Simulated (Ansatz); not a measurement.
Here is an unrelaxed guess for C.

```cif
data_structure
_symmetry_space_group_name_H-M 'P 1'
_symmetry_Int_Tables_number 1
_cell_length_a 2.4554
_cell_length_b 2.4554
_cell_length_c 2.6887
_cell_angle_alpha 90.000
_cell_angle_beta 90.000
_cell_angle_gamma 120.000
_cell_volume 14.04
loop_
_atom_site_label
_atom_site_type_symbol
_atom_site_fract_x
_atom_site_fract_y
_atom_site_fract_z
_atom_site_occupancy
C1 C 0.00000 0.50000 0.33333 1
C2 C 0.50000 0.50000 0.66667 1
C3 C 0.50000 0.00000 0.00000 1
```

The calculation used Ansatz, DFT PBE, scalar-relativistic, plane waves, PAW. Settings: cutoff 420 eV, Γ-centred mesh 12×12×6 on the computed 3-atom cell, Gaussian smearing of 0.10 eV; no spin polarisation.

Energies count from the standard state of C at the same level.

Task: Estimate its pressure, forces and energy as it stands.

Result: The pressure is 92.5 GPa (the mean over three directions, positive in compression), the largest force is 0.00 eV/Å (symmetry fixes the atoms), and the energy is +1.46 eV/atom against the standard state. The shortest distance is 1.52 Å.

Task: Is it a good guess?

Result: A rough one: relaxing gains about 0.21 eV/atom in 12 ionic steps and ends at +1.254 eV/atom on the finer mesh. The symmetry stays P6_422 (No. 181). The volume per atom grows by 17.3 %, from 4.7 to 5.5 Å³. The shortest distance goes from 1.52 Å (C–C) to 1.60 Å (C–C). Conventional cell: a = 2.605 Å, c = 2.800 Å. Around C lie 4 C at 1.60 Å.

The last run used a 12×12×10 mesh (in the run's order of axes) for its 3-atom cell and Gaussian smearing of 0.02 eV. The reference form of C is held partly by dispersion forces, which this level lacks. The relaxation can't lower the symmetry of the start, and the grade says only how near the guess is to its own end. Symmetry constrained the relaxation, so the result can be a saddle point. Another cell of C relaxed alike, in P6_3/mmc, lies 1.25 eV/atom lower, so this cell isn't the stable form at this level.
